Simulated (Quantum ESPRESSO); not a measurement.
# BaTiO3 (Barioperovskite) (Amm2) in Quantum ESPRESSO: notebook

One crystal, BaTiO3 (Barioperovskite), is run at these levels: PBEsol, LDA; tasks: dielectric tensor, phonons.

All numbers are computed with Quantum ESPRESSO 7.5; they aren't measurements. Logs are shortened: lines on timing, memory, paths and dates and some standing lists are left out, and cuts for length are marked.

**1. Starting point**

It takes space group Amm2 (No. 38, orthorhombic). The conventional cell has a = 3.986 Å, b = 5.674 Å, c = 5.690 Å, α = 90.00°, β = 90.00°, γ = 90.00°. Around Ba (site symmetry mm2) lie 12 O at 2.77 to 2.92 Å. Ti (site symmetry mm2) has 6 O at 1.93 to 2.09 Å as nearest neighbours. O (site symmetry m) has 2 Ti at 1.93 to 2.09 Å as nearest neighbours. Around O (site symmetry mm2) lie 2 Ti at 2.00 Å.

**2. Dielectric tensor, PBEsol**

pw.in

```
&CONTROL
  calculation = 'scf'
  prefix = 'pwscf'
  outdir = './tmp'
  pseudo_dir = './pseudo'
  tprnfor = .true.
  tstress = .true.
  disk_io = 'low'
/
&SYSTEM
  ibrav = 0
  celldm(1) = 8
  nat = 5
  ntyp = 3
  ecutwfc = 45
  ecutrho = 360
  nbnd = 28
  occupations = 'smearing'
  smearing = 'fd'
  degauss = 0.00367493
/
&ELECTRONS
  conv_thr = 1d-09
  electron_maxstep = 120
  mixing_beta = 0.5
/
ATOMIC_SPECIES
Ba   137.3270 ba_pbesol_v1.uspp.F.UPF
Ti    47.8670 ti_pbesol_v1.4.uspp.F.UPF
O     15.9990 o_pbesol_v1.2.uspp.F.UPF
CELL_PARAMETERS alat
  0.9414379337120   0.0000000000000   0.0000000000000
  0.0000000000000   0.6701205053689   0.6720692854349
  0.0000000000000  -0.6701205053689   0.6720692854349
ATOMIC_POSITIONS crystal
Ba     0.0000000000    0.0000000000    0.0000000000
Ti     0.5000000000    0.5124000000    0.5124000000
O      0.5000000000    0.9918400000    0.5052400000
O      0.5000000000    0.5052400000    0.9918400000
O      0.0000000000    0.4874000000    0.4874000000
K_POINTS automatic
4 4 4 0 0 0
```

scf2.in

```
&CONTROL
  calculation = 'scf'
  prefix = 'pwscf'
  outdir = './tmp'
  pseudo_dir = './pseudo'
  tprnfor = .true.
  tstress = .true.
  disk_io = 'low'
/
&SYSTEM
  ibrav = 0
  celldm(1) = 8
  nat = 5
  ntyp = 3
  ecutwfc = 45
  ecutrho = 360
  nbnd = 28
  occupations = 'fixed'
/
&ELECTRONS
  conv_thr = 1d-13
  electron_maxstep = 120
  mixing_beta = 0.5
  startingpot = 'file'
  startingwfc = 'file'
/
ATOMIC_SPECIES
Ba   137.3270 ba_pbesol_v1.uspp.F.UPF
Ti    47.8670 ti_pbesol_v1.4.uspp.F.UPF
O     15.9990 o_pbesol_v1.2.uspp.F.UPF
CELL_PARAMETERS alat
  0.9414379337120   0.0000000000000   0.0000000000000
  0.0000000000000   0.6701205053689   0.6720692854349
  0.0000000000000  -0.6701205053689   0.6720692854349
ATOMIC_POSITIONS crystal
Ba     0.0000000000    0.0000000000    0.0000000000
Ti     0.5000000000    0.5124000000    0.5124000000
O      0.5000000000    0.9918400000    0.5052400000
O      0.5000000000    0.5052400000    0.9918400000
O      0.0000000000    0.4874000000    0.4874000000
K_POINTS automatic
4 4 4 0 0 0
```

ph.in

```
dielectric of BaTiO3
&INPUTPH
  prefix = 'pwscf'
  outdir = './tmp'
  tr2_ph = 1d-18
  fildyn = 'dyn'
  niter_ph = 90
  alpha_mix(1) = 0.7
  epsil = .true.
  trans = .false.
  zeu = .true.
/
0.0000000000 0.0000000000 0.0000000000
```

Potentials or basis: GBRV 1.5 PBEsol.

Started as:

```bash
OMP_NUM_THREADS=1 pw.x -in pw.in > pw.out
OMP_NUM_THREADS=1 pw.x -in scf2.in > scf2.out
OMP_NUM_THREADS=1 ph.x -in ph.in > ph.out
```

pw.out:

```text
This program is part of the open-source Quantum ESPRESSO suite
     for quantum simulation of materials; please cite
[... 9 lines left out ...]
     --------------------
     sticks:   dense  smooth     PW     G-vecs:    dense   smooth      PW
     Sum        1637     817    245                50085    17725    2961

     Using Slab Decomposition

     bravais-lattice index     =            0
     lattice parameter (alat)  =       8.0000  a.u.
     unit-cell volume          =     434.1688 (a.u.)^3
     number of atoms/cell      =            5
     number of atomic types    =            3
     number of electrons       =        40.00
     number of Kohn-Sham states=           28
     kinetic-energy cutoff     =      45.0000  Ry
     charge density cutoff     =     360.0000  Ry
     scf convergence threshold =      1.0E-09
     mixing beta               =       0.5000
     number of iterations used =            8  plain     mixing
     Exchange-correlation= SLA  PW   PSX  PSC
                           (   1   4  10   8   0   0   0)

     celldm(1)=   8.000000  celldm(2)=   0.000000  celldm(3)=   0.000000
     celldm(4)=   0.000000  celldm(5)=   0.000000  celldm(6)=   0.000000

     crystal axes: (cart. coord. in units of alat)
               a(1) = (   0.941438   0.000000   0.000000 )
               a(2) = (   0.000000   0.670121   0.672069 )
               a(3) = (   0.000000  -0.670121   0.672069 )

     reciprocal axes: (cart. coord. in units 2 pi/alat)
               b(1) = (  1.062205  0.000000 -0.000000 )
               b(2) = ( -0.000000  0.746134  0.743971 )
               b(3) = (  0.000000 -0.746134  0.743971 )

     PseudoPot. # 1 for Ba read from file:
     ba_pbesol_v1.uspp.F.UPF
     Pseudo is Ultrasoft + core correction, Zval = 10.0
     Generated by new atomic code, or converted to UPF format
     Using radial grid of  907 points,  7 beta functions with:
                l(1) =   0
                l(2) =   0
                l(3) =   1
                l(4) =   1
                l(5) =   2
                l(6) =   2
                l(7) =   3
     Q(r) pseudized with  6 coefficients,  rinner =    1.700   1.700   1.700
                                                       1.700   1.700   1.700
                                                       1.700

     PseudoPot. # 2 for Ti read from file:
     ti_pbesol_v1.4.uspp.F.UPF
     Pseudo is Ultrasoft + core correction, Zval = 12.0
     Generated by new atomic code, or converted to UPF format
     Using radial grid of  851 points,  6 beta functions with:
                l(1) =   0
                l(2) =   0
                l(3) =   1
                l(4) =   1
                l(5) =   2
                l(6) =   2
     Q(r) pseudized with  6 coefficients,  rinner =    1.000   1.000   1.000
                                                       1.000   1.000

     PseudoPot. # 3 for O  read from file:
     o_pbesol_v1.2.uspp.F.UPF
     Pseudo is Ultrasoft + core correction, Zval =  6.0
     Generated by new atomic code, or converted to UPF format
     Using radial grid of  737 points,  5 beta functions with:
                l(1) =   0
                l(2) =   0
                l(3) =   1
                l(4) =   1
                l(5) =   2
     Q(r) pseudized with  8 coefficients,  rinner =    0.900   0.900   0.900
                                                       0.900   0.900

     atomic species   valence    mass     pseudopotential
     Ba               10.00   137.32700     Ba( 1.00)
     Ti               12.00    47.86700     Ti( 1.00)
     O                 6.00    15.99900     O ( 1.00)

      4 Sym. Ops. (no inversion) found

   Cartesian axes

     site n.     atom                  positions (alat units)
         1        Ba     tau(   1) = (   0.0000000   0.0000000   0.0000000  )
         2        Ti     tau(   2) = (   0.4707190   0.0000000   0.6887366  )
         3        O      tau(   3) = (   0.4707190   0.3260806   1.0061415  )
         4        O      tau(   4) = (   0.4707190  -0.3260806   1.0061415  )
         5        O      tau(   5) = (   0.0000000   0.0000000   0.6551331  )

     number of k points=    21  Fermi-Dirac smearing, width (Ry)=  0.0037
                       cart. coord. in units 2pi/alat
        k(    1) = (   0.0000000   0.0000000   0.0000000), wk =   0.0312500
        k(    2) = (   0.0000000  -0.1865336   0.1859927), wk =   0.1250000
        k(    3) = (   0.0000000   0.3730672  -0.3719855), wk =   0.0625000
        k(    4) = (   0.0000000   0.0000000   0.3719855), wk =   0.0625000
        k(    5) = (   0.0000000   0.5596008  -0.1859927), wk =   0.1250000
        k(    6) = (   0.0000000   0.3730672   0.0000000), wk =   0.0625000
[... 13 lines left out ...]
        k(   20) = (  -0.5311025   0.3730672   0.0000000), wk =   0.0625000
        k(   21) = (  -0.5311025   0.0000000  -0.7439709), wk =   0.0312500

     Dense  grid:    50085 G-vectors     FFT dimensions: (  45,  45,  45)

     Smooth grid:    17725 G-vectors     FFT dimensions: (  36,  36,  36)

     Check: negative core charge=   -0.000007

     Initial potential from superposition of free atoms

     starting charge      38.9861, renormalised to      40.0000

     negative rho (up, down):  9.944E-02 0.000E+00
     Starting wfcs are   35 randomized atomic wfcs

     Self-consistent Calculation

     iteration #  1     ecut=    45.00 Ry     beta= 0.50
     Davidson diagonalization with overlap
     ethr =  1.00E-02,  avg # of iterations =  2.0

     negative rho (up, down):  9.380E-02 0.000E+00

     total energy              =    -286.44023009 Ry
     estimated scf accuracy    <       0.70114258 Ry

     iteration #  2     ecut=    45.00 Ry     beta= 0.50
     Davidson diagonalization with overlap
     ethr =  1.75E-03,  avg # of iterations =  2.0
[... 78 lines left out ...]
     iteration # 11     ecut=    45.00 Ry     beta= 0.50
     Davidson diagonalization with overlap
     ethr =  9.56E-12,  avg # of iterations =  2.0

     negative rho (up, down):  8.865E-02 0.000E+00

     End of self-consistent calculation

          k = 0.0000 0.0000 0.0000 (  2189 PWs)   bands (ev):

   -46.0517 -22.4052 -22.4024 -22.3882 -14.4325  -6.5439  -5.8571  -5.8454
     0.3638   0.3696   0.3871   7.9048   7.9063   7.9084   8.9706   9.0287
     9.0811   9.8639   9.9716  10.0171  12.0437  12.1075  12.2688  14.2941
    14.3393  15.1654  15.2603  17.4097

          k = 0.0000-0.1865 0.1860 (  2214 PWs)   bands (ev):

   -46.0514 -22.4289 -22.4027 -22.3872 -14.3733  -6.6214  -5.8348  -5.7570
     0.4479   0.4708   0.5905   7.0411   7.7130   7.7130   8.4320   8.5728
     8.7453   8.9594   9.6046   9.7076  12.2087  12.9902  13.0453  14.3271
    15.4666  16.1514  16.3095  18.7930

          k = 0.0000 0.3731-0.3720 (  2208 PWs)   bands (ev):

   -46.0511 -22.4537 -22.4016 -22.3861 -14.3124  -6.7806  -5.8110  -5.5605
     0.5345   0.5593   0.8098   6.2208   7.4175   7.4214   8.0904   8.2654
     8.3504   8.5128   9.3920   9.4711  12.2791  13.7606  13.7886  14.3239
    16.2422  17.2322  17.7573  18.4436
[... 29 lines left out ...]
          k = 0.2656 0.0000 0.0000 (  2216 PWs)   bands (ev):

   -46.0513 -22.4155 -22.4041 -22.4012 -14.3701  -6.6145  -5.8368  -5.7546
     0.4531   0.4566   0.5948   7.0157   7.7180   7.7241   8.4980   8.5477
     8.6338   8.9837   9.6859   9.6872  12.1529  12.9601  13.0082  14.2928
    15.4762  16.2572  16.2672  18.6032

          k = 0.2656-0.1865 0.1860 (  2218 PWs)   bands (ev):

   -46.0510 -22.4274 -22.4140 -22.4015 -14.3215  -6.5111  -5.8287  -5.7551
     0.3522   0.5483   0.6661   6.7048   7.1305   7.5471   7.6776   8.1125
     8.6109   9.1630   9.2964   9.7183  12.9159  13.1039  13.3248  14.8279
    16.2576  16.8790  17.3049  18.7504

          k = 0.2656 0.3731-0.3720 (  2212 PWs)   bands (ev):

   -46.0507 -22.4518 -22.4127 -22.4005 -14.2718  -6.5126  -5.7751  -5.6773
     0.4192   0.5629   0.6438   6.1272   6.6985   7.0873   7.4570   7.8698
     8.8268   8.8372   9.1661   9.7049  13.0342  13.7748  13.8728  14.9201
    17.0599  17.7704  18.7630  18.8176
[... 22 lines left out ...]
          k = 0.2656 0.0000-0.7440 (  2222 PWs)   bands (ev):

   -46.0500 -22.4500 -22.4474 -22.4103 -14.2002  -5.9159  -5.7182  -5.7180
    -0.0095  -0.0060   0.1288   5.9060   6.3924   7.0502   7.1487   7.7233
     7.8108   9.6660   9.6827  10.1205  14.0497  14.0821  14.3112  16.4539
    17.6412  17.8534  18.2530  18.3327

          k =-0.5311 0.0000 0.0000 (  2232 PWs)   bands (ev):

   -46.0510 -22.4424 -22.4029 -22.4000 -14.3057  -6.7745  -5.8163  -5.5462
     0.5476   0.5552   0.7926   6.2047   7.4162   7.4274   8.1397   8.2043
     8.3753   8.4590   9.3895   9.4401  12.2298  13.7336  13.8164  14.2736
    16.1211  17.3478  17.8011  18.4433

          k =-0.5311-0.1865 0.1860 (  2196 PWs)   bands (ev):

   -46.0506 -22.4407 -22.4258 -22.4004 -14.2684  -6.5123  -5.7831  -5.6619
     0.4280   0.5414   0.6544   6.1111   6.7655   7.0251   7.4411   7.9191
     8.7961   8.8158   9.1200   9.7000  13.0476  13.7819  13.9047  14.8870
    16.9455  17.8264  18.7782  18.8415

          k =-0.5311 0.3731-0.3720 (  2204 PWs)   bands (ev):

   -46.0503 -22.4499 -22.4389 -22.3994 -14.2303  -6.1823  -5.8046  -5.7800
     0.3175   0.3358   0.7609   5.8948   6.1323   6.3995   7.4637   7.5142
     8.4817   9.3251   9.3366  10.1358  13.7889  13.8041  14.1867  15.0254
    17.9061  18.0389  18.4586  20.0632

          k =-0.5311 0.0000 0.3720 (  2212 PWs)   bands (ev):

   -46.0503 -22.4391 -22.4258 -22.4234 -14.2333  -6.2508  -5.7239  -5.6749
     0.0647   0.2333   0.5168   6.0739   6.9043   7.0670   7.1306   7.7497
     8.0050   9.2661   9.6153   9.6798  13.5483  13.9776  14.0048  16.1335
    17.1063  18.2467  18.4102  18.4603

          k =-0.5311 0.5596-0.1860 (  2226 PWs)   bands (ev):

   -46.0499 -22.4486 -22.4376 -22.4234 -14.1974  -5.9169  -5.7186  -5.6978
    -0.0480  -0.0229   0.1500   5.8839   6.4064   7.0341   7.2347   7.7200
     7.7265   9.6496   9.6731  10.1644  14.0836  14.0850  14.3032  16.3886
    17.6225  17.8172  18.1930  18.3962

          k =-0.5311 0.3731 0.0000 (  2214 PWs)   bands (ev):

   -46.0503 -22.4391 -22.4262 -22.4230 -14.2331  -6.2478  -5.7269  -5.6790
     0.0666   0.2328   0.5291   6.0717   6.8862   7.0218   7.1817   7.7642
     8.0081   9.2626   9.5919   9.6833  13.5380  13.9492  14.0289  16.1394
    17.0741  18.1946  18.4254  18.4723

          k =-0.5311 0.0000-0.7440 (  2272 PWs)   bands (ev):

   -46.0496 -22.4486 -22.4459 -22.4363 -14.1641  -5.6328  -5.6239  -5.6098
    -0.3895  -0.3529  -0.3453   5.7121   6.4004   6.4205   7.8096   7.8257
     7.8366  10.1532  10.1878  10.1985  14.3953  14.4380  14.4488  16.8192
    16.8725  16.9159  18.0180  18.0575

     the Fermi energy is    11.1511 ev

!    total energy              =    -286.73583169 Ry
     estimated scf accuracy    <          2.8E-10 Ry
     smearing contrib. (-TS)   =      -0.00000000 Ry
     internal energy E=F+TS    =    -286.73583169 Ry

     The total energy is F=E-TS. E is the sum of the following terms:
     one-electron contribution =     -72.44487346 Ry
     hartree contribution      =      59.89769116 Ry
     xc contribution           =     -67.27108168 Ry
     ewald contribution        =    -206.91756770 Ry

     convergence has been achieved in  11 iterations

     negative rho (up, down):  8.865E-02 0.000E+00

     Forces acting on atoms (cartesian axes, Ry/au):

     atom    1 type  1   force =     0.00000000    0.00000000    0.00606758
     atom    2 type  2   force =     0.00000000    0.00000000    0.01100395
     atom    3 type  3   force =     0.00000000   -0.00111609   -0.01212281
     atom    4 type  3   force =     0.00000000    0.00111609   -0.01212281
     atom    5 type  3   force =     0.00000000   -0.00000000    0.00717408

     Total force =     0.022490     Total SCF correction =     0.000007

     Computing stress (Cartesian axis) and pressure

     negative rho (up, down):  8.865E-02 0.000E+00
          total   stress  (Ry/bohr**3)                   (kbar)     P=      -29.09
  -0.00019300   0.00000000   0.00000000          -28.39        0.00        0.00
   0.00000000  -0.00017816   0.00000000            0.00      -26.21        0.00
   0.00000000  -0.00000000  -0.00022219            0.00       -0.00      -32.68

=------------------------------------------------------------------------------=
   JOB DONE.
=------------------------------------------------------------------------------=
```

Wall time 21 min (1 thread of Intel Xeon at 2.50GHz (Skylake/Cascade Lake), shared host); peak memory 0.38 GiB.

What came out:

| Item | Value |
| --- | --- |
| Free energy | -3901.2397 eV |
| Pressure | -2.9 GPa |
| Largest force | 0.313 eV/Å |
| Band gap on the k mesh | 1.85 eV, indirect (least direct gap 2.03 eV) |
| Electronic dielectric tensor (diagonal) | 6.71, 6.77, 6.65 |
| Born charges (mean of the diagonal) | Ba +2.78; Ti +7.08; O -3.33, -3.35 e |

Forces on the atoms (eV/Å):
```
Ba   0.000  0.000  0.156
Ti   0.000  0.000  0.283
O    0.000 -0.029 -0.312
O    0.000  0.029 -0.312
O    0.000  0.000  0.184
```

Levels at points of the mesh, in eV from the valence-band top:
| k point | band 17 | band 18 | band 19 | band 20 | band 21 | band 22 | band 23 | band 24 |
| --- | --- | --- | --- | --- | --- | --- | --- | --- |
| (0.00, 0.00, 0.00) | -1.12 | -0.33 | -0.23 | -0.18 | 1.85 | 1.91 | 2.07 | 4.10 |
| (0.00, 0.00, -0.50) | -1.85 | -1.69 | -0.81 | -0.73 | 2.08 | 3.56 | 3.59 | 4.13 |
| (0.00, -0.50, -0.50) | -1.67 | -0.90 | -0.86 | -0.11 | 3.58 | 3.64 | 3.99 | 4.96 |
| (-0.50, 0.00, 0.00) | -1.82 | -1.74 | -0.81 | -0.76 | 2.03 | 3.54 | 3.62 | 4.08 |
| (-0.50, 0.00, -0.50) | -1.72 | -0.87 | -0.86 | -0.06 | 3.59 | 3.61 | 3.99 | 4.83 |
| (-0.50, -0.50, -0.50) | -2.36 | -0.05 | -0.01 | 0.00 | 4.20 | 4.24 | 4.25 | 6.62 |

Electronic dielectric tensor:
```
6.71 0.00 0.00
0.00 6.77 0.00
0.00 0.00 6.65
```

Born effective charge tensors (e):
atom 1, Ba
```
2.77 0.00 0.00
0.00 2.78 0.00
0.00 0.00 2.79
```
atom 2, Ti
```
7.30 0.00 0.00
0.00 7.12 0.00
0.00 0.00 6.82
```
atom 3, O
```
-2.15  0.00  0.00
 0.00 -3.99 -1.83
 0.00 -1.73 -3.86
```
atom 4, O
```
-2.15  0.00  0.00
 0.00 -3.99  1.83
 0.00  1.73 -3.86
```
atom 5, O
```
-5.85  0.00  0.00
 0.00 -2.12  0.00
 0.00  0.00 -2.09
```

Caveat: the mesh is thin for the dielectric tensor, Born charges and intensities, which usually come out too large; on a mesh that holds Γ this program's dielectric tensor can be off by some percent beyond the error of the mesh; spin-orbit coupling is left out, which moves the levels of the heavy elements; the Born charges break their sum rule by 0.16 e, a sign of too thin a mesh.

(Continued in part 2 of 3.)
